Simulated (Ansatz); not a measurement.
# C (C2/m) in Ansatz: a series of runs

The runs below take C through single point, relaxation of cell and atoms, with PBE, PBE+D3(BJ), PBE+D4.

Everything below comes from runs of Ansatz 0.2.0. Logs are shortened: lines on timing, memory, paths and dates and some standing lists are left out, and cuts for length are marked.

### Step 1. The crystal as given

It takes space group C2/m (No. 12, monoclinic). The conventional cell has a = 4.255 Å, b = 2.457 Å, c = 3.765 Å, α = 90.00°, β = 111.49°, γ = 90.00°. Around C (site symmetry m) lie 3 C at 1.42 Å.

This is a stacking variant of graphite.

### Step 2. Single point, PBE

The input, input.yaml:

```yaml
crystal:
  lattice:
    - [2.1273203072, -1.22828244, 0.0]
    - [2.1273203072, 1.22828244, 0.0]
    - [-1.3790696309, 0.0, 3.5028300786]
  atoms:
    - { symbol: C, position: [0.16664447, 0.16664447, 0.99990696] }
    - { symbol: C, position: [0.83335553, 0.83335553, 9.304e-05] }
hamiltonian:
  xc: pbe
  pseudopotentials: { kind: paw }
kpoints:
  mp_grid: { grid: [13, 13, 8] }
scf:
  occupations: { method: gaussian, width: 0.026 }
output:
  forces: true
  stress: true
  eigenvalues: true
```

Potentials or basis: Ansatz PAW.

Started as:

```console
$ ansatz run input.yaml --threads 2 --pin off --max-ram 5632MiB --backend cpu --events-out ev --progress --plain --runs-dir out
```

The program printed:

```text
Warning: RAYON_NUM_THREADS=2 ignored (pool sized by the plan → 2); use --threads N
Engine: ansatz 0.2.0, x86_64-unknown-linux-gnu
Pseudopotentials: kind: paw
Pseudopotential: C, paw, valence charge 4, recommended cutoff 420 eV (normal), C.paw.azcp
Functional definition: PBE
  parameter kappa = 0.804
  parameter beta = 0.06672455060314922
  exchange = pbe_x(kappa = kappa, mu = beta*pi^2/3)
  correlation = pbe_c(beta = beta)
Crystal: 2 atoms, lattice volume = 18.305 Å³
Basis set: ecut = 420 eV, 359 PW (Γ), exchange–correlation on 36×36×54 points (8 copies of the dense FFT grid, shifted against one another)
Bands: 8, of which v1, the nominal top of the filled ones, is band 4 counted from 1 (3 counted from 0)
Symmetry: 4 space group operations
Space group: C2/m (ITA 12), of the structure as read, at distance tolerance 2.6e-5 Å
k-points: 371 of 1352
Non-local potential: C, projectors of the file, l = 0: 2, l = 1: 2, l = 2: 1
PAW form: soft (Blöchl's): semilocal exchange-correlation on the pseudo side does not see the compensation charge
PAW one-centre angular grid: C, 110 points (default); XC on 64 Gauss nodes
Initial density: superposition of atomic densities (neutral atoms: chi_scale 0, normalization atom), corrected by the library's trained network
Initial wavefunctions: pseudopotential atomic-orbital guess
Functional: x = pbe(κ = 0.804, μ = 0.2195149727645171), c = pbe(β = 0.06672455060314922)
SCF iter   1: F=—  HF=-501.869899 eV  |F-HF|=—  |Δ(HF+E_count)|=         —  Δρ=2.59e-3  dr2=1.38e-3  ethr=1.77e-3  ⟨swp⟩=4.8  Hψ=19926  notcnv=0
preconditioner: auto → none  [insulator: Δε(μ)=0.933 eV  Ē_g=18.407 eV  σ=0.026 eV  W_gap=1.00  n_scr=2 (ndim 8)  ℏωp=24.5 eV  f_vac=0.025  D(μ)=0.00/eV (n_scr^D=0)  ε∞_Penn≈2.8]
SCF iter   2: F=—  HF=-501.870072 eV  |F-HF|=—  |Δ(HF+E_count)|=   1.73e-4  Δρ=1.11e-3  dr2=1.52e-4  ethr=1.72e-5  ⟨swp⟩=2.7  Hψ=8305  notcnv=0
SCF iter   3: F=—  HF=-501.870161 eV  |F-HF|=—  |Δ(HF+E_count)|=   8.94e-5  Δρ=2.40e-4  dr2=2.70e-6  ethr=1.90e-6  ⟨swp⟩=2.2  Hψ=5190  notcnv=0
SCF iter   4: F=—  HF=-501.870162 eV  |F-HF|=—  |Δ(HF+E_count)|=   6.84e-7  Δρ=5.01e-5  dr2=2.29e-7  ethr=3.37e-8  ⟨swp⟩=2.1  Hψ=4364  notcnv=0
iter 5 did not close the SCF: its close was put off for the readings that it lacked (scf_convergence_deferred on its scf_iter line)
SCF iter   5: F=-501.870162 eV  HF=-501.870162 eV  |F-HF|=1.87e-9  |Δ(HF+E_count)|=   2.83e-7  Δρ=4.59e-6  dr2=1.44e-9  ethr=2.86e-9  ⟨swp⟩=2.2  Hψ=4319  notcnv=0
SCF iter   6: F=-501.870162 eV  HF=-501.870162 eV  |F-HF|=9.15e-12  |Δ(HF+E_count)|=   2.02e-9  Δρ=4.93e-7  dr2=2.80e-11  ethr=1.80e-11  ⟨swp⟩=1.6  Hψ=9361  notcnv=0
SCF 1 converged in 6 iterations: F = -501.870162 eV  dr2 = 2.80e-11
SCF converged after 6 iterations
Free energy (F): -501.870162 eV
Harris-Foulkes:  -501.870162 eV  (|F-HF|=9.15e-12)
Internal energy: -501.870162 eV  (E = F + TS)
E sigma→0 (E₀):  -501.870162 eV
Fermi energy:    6.668571 eV
--- Per-component energies (eV) ---
  E_band       = -20.645308
  E_kinetic    = 182.438204
  E_local      = -330.423162  (includes V_loc(G=0)·N_el)
  E_nonlocal   = 54.759167
  E_hartree    = 102.673179
  E_xc         = -96.172951
  E_vxc        = -119.083194  (∫ρ·V_xc dr)
  E_paw        = -198.749924  (= ΣΔE_a)
  E_vpaw       = -13.682616  (= ΣTr[D̂ρ^β])
  E_aug_tail   = 0.000016  (compensation charges beyond the density's cutoff)
  E_ewald      = -216.394690
  E_smearing   = -0.000000  (= −TS)
  E_closure    = 0.000000  (closes the sum)
  Σ components = -501.870162   (vs F -501.870162, Δ=0.00e0)
--- Forces (eV/Å), atoms counted from 1 ---
  atom   1  C     -0.00236802     0.00000000     0.00365684
  atom   2  C      0.00236802    -0.00000000    -0.00365684
  max |Σ_I F_I| component: 4.34e-19 eV/Å
--- Stress (GPa, compression-positive) ---
        4.651738      -0.000000      -0.028269
       -0.000000       4.581062       0.000000
       -0.028269       0.000000       2.212676
  P = ⅓ Tr σ = 3.8152 GPa (38.152 kbar)
--- Band table (eV; the first three rows and the last of 371) ---
  k-point 0: bands = ["-13.1074", "-0.2612", "3.5787", "3.5822", "10.5139", "15.0334", "15.0355", "18.0871"]
  k-point 1: bands = ["-13.0776", "-0.5292", "3.5772", "3.5804", "11.1575", "15.0295", "15.0304", "18.1056"]
  k-point 2: bands = ["-13.0039", "-1.1111", "3.5743", "3.5763", "12.8279", "15.0175", "15.0192", "18.1577"]
  k-point 370: bands = ["-7.6526", "-6.6419", "-0.2814", "4.5948", "8.4647", "14.8658", "18.2375", "19.0063"]
```

Wall time 3.8 s (2 threads of Intel Xeon at 2.50GHz (Skylake/Cascade Lake), shared host); peak memory 0.35 GiB.

What came out:

```
Free energy            : -501.8702 eV
Pressure               : 3.8 GPa
Largest force          : 0.004 eV/Å
Band gap on the k mesh : 0.93 eV, indirect (least direct gap 0.94 eV)
```

Forces on the atoms (eV/Å):
```
C   -0.002  0.000  0.004
C    0.002  0.000 -0.004
```

Levels at points of the mesh, in eV from the valence-band top:
```csv
k point,band 1,band 2,band 3,band 4,band 5,band 6,band 7,band 8
"(0.00, 0.00, 0.00)",-19.31,-6.47,-2.63,-2.62,4.31,8.83,8.83,11.88
"(0.00, 0.00, -0.50)",-19.10,-8.03,-2.63,-2.63,8.80,8.80,9.93,12.03
```

Caveat: odd divisions of the mesh miss points on the zone boundary, where band edges often lie, so the gap on the mesh can be too wide; the pressure holds a Pulay correction of +0.5 GPa for the finite cutoff; this functional lacks dispersion, which binds the layers, so the pressure and a relaxed spacing across them are unreliable.

### Step 3. Single point, PBE

input.yaml: that of step 2 with these lines changed.

```diff
@@ -14,3 +14,3 @@
 scf:
-  occupations: { method: gaussian, width: 0.026 }
+  occupations: { method: gaussian, width: 0.027 }
 output:
```

Potentials or basis: Ansatz PAW.

Started as:

```console
$ ansatz run input.yaml --threads 2 --pin off --max-ram 5632MiB --backend cpu --events-out ev --progress --plain --runs-dir out
```

Wall time 3.9 s (2 threads of Intel Xeon at 2.50GHz (Skylake/Cascade Lake), shared host); peak memory 0.35 GiB.

Results (log left out):

```yaml
Free_energy: -501.8702 eV
Pressure: 3.8 GPa
Largest_force: 0.004 eV/Å
Band_gap_on_the_k_mesh: 0.93 eV, indirect (least direct gap 0.94 eV)
```

Forces in eV/Å, atoms in the order of the input:
```
C   -0.002  0.000  0.004
C    0.002  0.000 -0.004
```

Stress tensor (GPa, compression positive):
```
 4.65  0.00 -0.03
 0.00  4.58  0.00
-0.03  0.00  2.21
```

Levels at points of the mesh, in eV from the valence-band top:
| k point | band 2 | band 3 | band 4 | band 5 | band 6 | band 7 |
| --- | --- | --- | --- | --- | --- | --- |
| (0.00, 0.00, 0.00) | -6.47 | -2.63 | -2.62 | 4.31 | 8.83 | 8.83 |
| (0.00, 0.00, -0.50) | -8.03 | -2.63 | -2.63 | 8.80 | 8.80 | 9.93 |

Caveat: odd divisions of the mesh miss points on the zone boundary, where band edges often lie, so the gap on the mesh can be too wide; the pressure holds a Pulay correction of +0.5 GPa for the finite cutoff; this functional lacks dispersion, which binds the layers, so the pressure and a relaxed spacing across them are unreliable. PBE gaps usually lie below the measured ones, often by a third to a half.

### Step 4. Single point, PBE

input.yaml: that of step 3 with these lines changed.

```diff
@@ -14,3 +14,3 @@
 scf:
-  occupations: { method: gaussian, width: 0.027 }
+  occupations: { method: gaussian, width: 0.028 }
 output:
```

Started as:

```console
$ ansatz run input.yaml --threads 2 --pin off --max-ram 5632MiB --backend cpu --events-out ev --progress --plain --runs-dir out
```

Run time: 3.8 s. Hardware: 2 threads of Intel Xeon at 2.50GHz (Skylake/Cascade Lake), shared host; peak memory 0.35 GiB.

It converged, with:

| Item | Value |
| --- | --- |
| Free energy | -501.8702 eV |
| Pressure | 3.8 GPa |
| Largest force | 0.004 eV/Å |
| Band gap on the k mesh | 0.93 eV, indirect (least direct gap 0.94 eV) |

Forces on the atoms (eV/Å):
```
C   -0.002  0.000  0.004
C    0.002  0.000 -0.004
```

Stress tensor (GPa, compression positive):
```
 4.65  0.00 -0.03
 0.00  4.58  0.00
-0.03  0.00  2.21
```

Levels at points of the mesh, in eV from the valence-band top:
```
            k point  band 2  band 3  band 4  band 5  band 6  band 7
 (0.00, 0.00, 0.00)   -6.47   -2.63   -2.62    4.31    8.83    8.83
(0.00, 0.00, -0.50)   -8.03   -2.63   -2.63    8.80    8.80    9.93
```

Caveat: odd divisions of the mesh miss points on the zone boundary, where band edges often lie, so the gap on the mesh can be too wide; the pressure holds a Pulay correction of +0.5 GPa for the finite cutoff; this functional lacks dispersion, which binds the layers, so the pressure and a relaxed spacing across them are unreliable. PBE gaps usually lie below the measured ones, often by a third to a half.

### Step 5. Relaxation of cell and atoms, PBE+D3(BJ)

input.yaml: that of step 4 with these lines changed.

```diff
@@ -11,2 +11,3 @@
   pseudopotentials: { kind: paw }
+  dispersion: d3bj
 kpoints:
@@ -14,3 +15,3 @@
 scf:
-  occupations: { method: gaussian, width: 0.028 }
+  occupations: { method: fermi_dirac, width: 0.05 }
 output:
@@ -19 +20,5 @@
   eigenvalues: true
+relax:
+  f_tol: 0.01
+  max_steps: 40
+  cell: { stress_tol: 0.05 }
```

Potentials or basis: Ansatz PAW.

Started as:

```console
$ ansatz run input.yaml --threads 2 --pin off --max-ram 5632MiB --backend cpu --events-out ev --progress --plain --runs-dir out
```

The program printed:

```text
Warning: RAYON_NUM_THREADS=2 ignored (pool sized by the plan → 2); use --threads N
[... 8 set-up lines as earlier in the session ...]
Crystal: 2 atoms, lattice volume = 18.305 Å³
Basis set: ecut = 420 eV, 359 PW (Γ), exchange–correlation on 36×36×54 points (8 copies of the dense FFT grid, shifted against one another)
Bands: 8, of which v1, the nominal top of the filled ones, is band 4 counted from 1 (3 counted from 0)
[... 2 set-up lines as earlier in the session ...]
k-points: 371 of 1352
[... 6 set-up lines as earlier in the session ...]
SCF iter   1: F=—  HF=-502.167090 eV  |F-HF|=—  |Δ(HF+E_count)|=         —  Δρ=2.59e-3  dr2=1.38e-3  ethr=1.77e-3  ⟨swp⟩=4.2  Hψ=19414  notcnv=0
preconditioner: auto → none  [insulator: Δε(μ)=0.933 eV  Ē_g=18.407 eV  σ=0.050 eV  W_gap=1.00  n_scr=2 (ndim 8)  ℏωp=24.5 eV  f_vac=0.025  D(μ)=0.00/eV (n_scr^D=0)  ε∞_Penn≈2.8]
SCF iter   2: F=—  HF=-502.167256 eV  |F-HF|=—  |Δ(HF+E_count)|=   1.66e-4  Δρ=1.11e-3  dr2=1.51e-4  ethr=1.72e-5  ⟨swp⟩=2.0  Hψ=6968  notcnv=0
SCF iter   3: F=—  HF=-502.167345 eV  |F-HF|=—  |Δ(HF+E_count)|=   8.90e-5  Δρ=2.40e-4  dr2=2.69e-6  ethr=1.89e-6  ⟨swp⟩=2.3  Hψ=4406  notcnv=0
SCF iter   4: F=—  HF=-502.167347 eV  |F-HF|=—  |Δ(HF+E_count)|=   2.07e-6  Δρ=4.97e-5  dr2=2.25e-7  ethr=3.36e-8  ⟨swp⟩=2.1  Hψ=4387  notcnv=0
iter 5 did not close the SCF: its close was put off for the readings that it lacked (scf_convergence_deferred on its scf_iter line)
SCF iter   5: F=-502.167347 eV  HF=-502.167347 eV  |F-HF|=1.80e-9  |Δ(HF+E_count)|=   2.78e-7  Δρ=4.54e-6  dr2=1.40e-9  ethr=2.81e-9  ⟨swp⟩=2.2  Hψ=4331  notcnv=0
SCF iter   6: F=-502.167347 eV  HF=-502.167347 eV  |F-HF|=9.15e-12  |Δ(HF+E_count)|=   1.95e-9  Δρ=4.86e-7  dr2=2.69e-11  ethr=1.75e-11  ⟨swp⟩=1.6  Hψ=9346  notcnv=0
SCF 1 converged in 6 iterations: F = -502.167347 eV  dr2 = 2.69e-11
relax step   1: F+E_penalty+E_count = -502.16734734 eV  Δ(F+E_penalty+E_count) = +0.000e0 eV  max|allowed force component| = 3.904e-3 eV/Å  Δτ_max = 0.0000 Å  P = +2.662 GPa  Ω = 18.305 Å³  (6 SCF iters, dr2 threshold 1.00e-7 eV, accepted)
Crystal: 2 atoms, lattice volume = 18.120 Å³
Initial density: handed on by an earlier stage of this run
Initial wavefunctions: those handed on with the density
iter 1 solved again at ethr=2.41e-6 eV; its pass at ethr=3.10e-3 eV (dr2=1.93e-4 eV) is discarded
SCF iter   1: F=—  HF=-502.170831 eV  |F-HF|=—  |Δ(HF+E_count)|=         —  Δρ=1.47e-3  dr2=2.09e-4  ethr=2.41e-6  ⟨swp⟩=2.2  Hψ=29525  notcnv=0
preconditioner: auto → none  [insulator: Δε(μ)=0.863 eV  Ē_g=18.356 eV  σ=0.050 eV  W_gap=1.00  n_scr=2 (ndim 8)  ℏωp=24.7 eV  f_vac=0.007  D(μ)=0.00/eV (n_scr^D=0)  ε∞_Penn≈2.8]
[... 90 lines left out ...]
iter 4 did not close the SCF: its close was put off for the readings that it lacked (scf_convergence_deferred on its scf_iter line)
SCF iter   4: F=-502.171110 eV  HF=-502.171110 eV  |F-HF|=4.33e-11  |Δ(HF+E_count)|=   1.10e-8  Δρ=7.07e-7  dr2=3.74e-11  ethr=1.53e-10  ⟨swp⟩=2.7  Hψ=4140  notcnv=0
iter 5 did not close the SCF: its close was put off for the readings that it lacked (scf_convergence_deferred on its scf_iter line)
SCF iter   5: F=-502.171110 eV  HF=-502.171110 eV  |F-HF|=2.67e-12  |Δ(HF+E_count)|=  6.57e-11  Δρ=1.28e-7  dr2=1.02e-12  ethr=1.00e-12  ⟨swp⟩=2.2  Hψ=3948  notcnv=0
SCF iter   6: F=-502.171110 eV  HF=-502.171110 eV  |F-HF|=5.68e-14  |Δ(HF+E_count)|=  3.24e-12  Δρ=1.09e-8  dr2=8.18e-15  ethr=1.00e-12  ⟨swp⟩=1.1  Hψ=7502  notcnv=0
SCF 8 converged in 6 iterations: F = -502.171110 eV  dr2 = 8.18e-15
relax step   8: F+E_penalty+E_count = -502.17111023 eV  Δ(F+E_penalty+E_count) = -1.178e-4 eV  max|allowed force component| = 2.104e-5 eV/Å  Δτ_max = 0.0000 Å  P = -0.005 GPa  Ω = 17.817 Å³  energy of the carried Pulay correction = +1.080e-4 eV  (6 SCF iters, dr2 threshold 1.44e-8 eV, accepted)
iter 1 solved again at ethr=1.51e-7 eV; its pass at ethr=3.10e-3 eV (dr2=1.21e-5 eV) is discarded
SCF iter   1: F=—  HF=-502.171007 eV  |F-HF|=—  |Δ(HF+E_count)|=         —  Δρ=1.35e-5  dr2=3.82e-9  ethr=1.51e-7  ⟨swp⟩=2.6  Hψ=27712  notcnv=0
eigensolver tolerance schedule: the retry pair's looser diagonalisation over-reported the residual by 3161.24 of it (diagonalisation noise at 0.18 of the residual, at the tolerance the schedule requests for it); recorded, not acted on — ethr = c·dr2/N_el stays at c = 1.0e-1
preconditioner: auto → none  [insulator: Δε(μ)=0.775 eV  Ē_g=18.384 eV  σ=0.050 eV  W_gap=1.00  n_scr=2 (ndim 8)  ℏωp=24.9 eV  f_vac=0.002  D(μ)=0.00/eV (n_scr^D=0)  ε∞_Penn≈2.8]
SCF iter   2: F=—  HF=-502.171005 eV  |F-HF|=—  |Δ(HF+E_count)|=   1.56e-6  Δρ=6.83e-6  dr2=1.21e-9  ethr=4.77e-11  ⟨swp⟩=3.0  Hψ=5129  notcnv=0
SCF iter   3: F=—  HF=-502.171005 eV  |F-HF|=—  |Δ(HF+E_count)|=   6.21e-9  Δρ=9.72e-7  dr2=1.32e-10  ethr=1.51e-11  ⟨swp⟩=2.0  Hψ=4452  notcnv=0
SCF iter   4: F=—  HF=-502.171005 eV  |F-HF|=—  |Δ(HF+E_count)|=  2.34e-11  Δρ=3.83e-7  dr2=2.27e-11  ethr=1.65e-12  ⟨swp⟩=1.9  Hψ=3713  notcnv=0
iter 5 did not close the SCF: its close was put off for the readings that it lacked (scf_convergence_deferred on its scf_iter line)
SCF iter   5: F=-502.171005 eV  HF=-502.171005 eV  |F-HF|=2.84e-13  |Δ(HF+E_count)|=  2.67e-12  Δρ=9.49e-9  dr2=1.07e-14  ethr=1.00e-12  ⟨swp⟩=1.5  Hψ=3309  notcnv=0
SCF iter   6: F=-502.171005 eV  HF=-502.171005 eV  |F-HF|=2.84e-13  |Δ(HF+E_count)|=  3.98e-13  Δρ=6.58e-9  dr2=6.68e-15  ethr=1.00e-12  ⟨swp⟩=3.9  Hψ=10838  notcnv=0
SCF 9 converged in 6 iterations: F = -502.171005 eV  dr2 = 6.68e-15
relax step   9: F+E_penalty+E_count = -502.17100511 eV  Δ(F+E_penalty+E_count) = +1.051e-4 eV  max|allowed force component| = 4.106e-5 eV/Å  Δτ_max = 0.0000 Å  P = -0.008 GPa  Ω = 17.817 Å³  stress off target by 2.77e-2 GPa  SCF on the basis re-selected at this cell (its energy is not comparable with the rows above)  (6 SCF iters)
basis re-selected at this cell: Δ(F+E_penalty+E_count) = +1.051e-4 eV, ΔP = -0.003 GPa vs the last step (what re-selecting the basis moved, of the pressure what is left beyond the Pulay correction that the steps carried, after the strain that the cell walked since its last selection, with what the two solves' SCF thresholds leave and, on support functions, any second-order correction that the steps lacked; it is no measure of the basis error at this ecutwfc). This SCF's stress stands 2.77e-2 GPa from its target on what of the cell is left free (relax.cell.stress_tol is 5.00e-2 GPa) and its largest allowed force component is 4.11e-5 eV/Å (relax.f_tol is 1.00e-2 eV/Å): within both
SCF converged after 6 iterations
Free energy (F): -502.171005 eV
Harris-Foulkes:  -502.171005 eV  (|F-HF|=2.84e-13)
Internal energy: -502.171001 eV  (E = F + TS)
E sigma→0 (E₀):  -502.171003 eV
Entropy (-TS):   -0.000004 eV (-0.002 meV/atom)
Fermi energy:    6.957040 eV
--- Per-component energies (eV) ---
  E_band       = -17.971991
  E_kinetic    = 181.890031
  E_local      = -310.418671  (includes V_loc(G=0)·N_el)
  E_nonlocal   = 54.612596
  E_hartree    = 94.233714
  E_xc         = -96.036884
  E_vxc        = -118.912451  (∫ρ·V_xc dr)
  E_paw        = -198.691238  (= ΣΔE_a)
  E_vpaw       = -13.610940  (= ΣTr[D̂ρ^β])
  E_aug_tail   = 0.000015  (compensation charges beyond the density's cutoff)
  E_ewald      = -227.451279
  E_disp       = -0.309286  (pairwise vdW)
  E_smearing   = -0.000004  (= −TS)
  E_closure    = 0.000000  (closes the sum)
  Σ components = -502.171005   (vs F -502.171005, Δ=0.00e0)
--- Forces (eV/Å), atoms counted from 1 ---
  atom   1  C     -0.00004106     0.00000000     0.00002106
  atom   2  C      0.00004106    -0.00000000    -0.00002106
  max |Σ_I F_I| component: 0.00e0 eV/Å
--- Stress (GPa, compression-positive) ---
       -0.002617      -0.000000      -0.011897
       -0.000000      -0.000567      -0.000000
       -0.011896      -0.000000      -0.022042
  P = ⅓ Tr σ = -0.0084 GPa (-0.084 kbar)
--- Band table (eV; the first three rows and the last of 371) ---
  k-point 0: bands = ["-12.7636", "0.2767", "3.8759", "3.8764", "11.0929", "15.2693", "15.2701", "18.2292"]
  k-point 1: bands = ["-12.7248", "-0.0509", "3.8739", "3.8742", "11.8141", "15.2633", "15.2636", "18.2570"]
  k-point 2: bands = ["-12.6283", "-0.7510", "3.8683", "3.8683", "13.6573", "15.2464", "15.2469", "18.3220"]
  k-point 370: bands = ["-7.3386", "-6.2947", "0.0562", "4.9895", "8.8073", "15.1007", "18.6029", "19.4508"]
--- Relaxed structure (6 steps of the walk, 6 accepted, 3 SCFs on fresh bases) ---
  F+E_penalty+E_count = -502.17100511 eV   max|allowed force component| = 4.106e-5 eV/Å   (the final SCF, on the basis selected at the relaxed cell)
  cell:  # Å, volume = 17.8174 Å³
    - [2.1346545123480913, -1.2324334224351707, -0.00888422426076449]
    - [2.1346545123480913, 1.2324334224351707, -0.008884224260764507]
    - [-1.3984528462120511, -2.458788499550827e-17, 3.3920960888963996]
  atoms:
    - { symbol: C, position: [0.16663347669162046, 0.16663347669162046, 0.9998990392823933] }
    - { symbol: C, position: [0.8333665233083792, 0.8333665233083792, 0.00010096071760694499] }
```

It took 42 s on 2 threads of Intel Xeon at 2.50GHz (Skylake/Cascade Lake), shared host; peak memory 0.39 GiB.

What came out:

| Property | Result |
| --- | --- |
| Free energy | -502.1710 eV |
| Relaxed volume | 8.91 Å³/atom |
| Relaxed cell | a = 2.465 Å, b = 2.465 Å, c = 3.669 Å, α = 109.48°, β = 109.48°, γ = 60.00° |
| Space group after relaxing (to 0.05 Å) | R-3m (No. 166) |
| Energy gained by relaxing | 1.8 meV/atom |
| Ionic steps | 9 |
| Pressure after relaxing | 0.0 GPa |
| Band gap on the k mesh | 0.77 eV, direct |

Step by step:
| step | energy change (eV) | largest force (eV/Å) | volume (Å³) |
| --- | --- | --- | --- |
| 1 | 0.0000 | 0.0046 | 18.31 |
| 2 | -0.0035 | 0.0030 | 18.12 |
| 3 | -0.0047 | 0.0024 | 17.93 |
| 4 | -0.0047 | 0.0011 | 17.94 |
| 5 | -0.0035 | 0.0012 | 17.94 |
| 6 | -0.0040 | 0.0002 | 17.85 |
| 7 | -0.0036 | 0.0002 | 17.85 |
| 8 | -0.0038 | 0.0000 | 17.82 |
| 9 | -0.0037 | 0.0000 | 17.82 |

Final structure:
```
C
1.0
     2.13465   -1.23243   -0.00888
     2.13465    1.23243   -0.00888
    -1.39845    0.00000    3.39210
C
2
Direct
  0.16663 0.16663 0.99990
  0.83337 0.83337 0.00010
```

Levels at points of the mesh, in eV from the valence-band top:
| k point | band 1 | band 2 | band 3 | band 4 | band 5 | band 6 | band 7 | band 8 |
| --- | --- | --- | --- | --- | --- | --- | --- | --- |
| (0.00, 0.00, 0.00) | -19.34 | -6.30 | -2.70 | -2.70 | 4.51 | 8.69 | 8.69 | 11.65 |
| (0.00, 0.00, -0.50) | -19.06 | -8.18 | -2.72 | -2.72 | 8.64 | 8.65 | 10.64 | 11.85 |

Caveat: odd divisions of the mesh miss points on the zone boundary, where band edges often lie, so the gap on the mesh can be too wide; the plane-wave basis is chosen anew once the cell has moved, so the energies of steps on either side of that aren't comparable; the pressure holds a Pulay correction of +0.5 GPa for the finite cutoff.

(Continued in part 2 of 2.)
